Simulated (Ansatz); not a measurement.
# YN (Fm-3m): the size of the finite step

```
Y N
1.0
     0.00000    2.42798    2.42798
     2.42798    0.00000    2.42798
     2.42798    2.42798    0.00000
Y N
1 1
Cartesian
  0.0000 0.0000 0.0000
  2.4280 2.4280 2.4280
```

Computed, not measured; unless marked otherwise by PBEsol, PAW on Ansatz 0.2.0's default frozen-core files (fitted under PBE), scalar-relativistic. k mesh 16×16×16, strains of ±0.005, Fermi-Dirac smearing of 0.100 eV, cutoff 420 eV. The cell was relaxed by PAW under this functional.

Task: Elastic constants come from stresses at strains of ±0.005 (two-point stencil): C11 = 347.6, C12 = 83.1, C44 = 125.8 GPa. What does an amplitude of 0.08 give?

Result: C11 = 389.5, C12 = 83.4, C44 = 126.0 GPa. A large step picks up anharmonic terms.

Keep in mind: frozen-core PAW files fitted under PBE, their cores solved anew for the functional of the run; the gap is closed or tiny at this level, so small that the run used smearing; responses move with mesh and smearing.
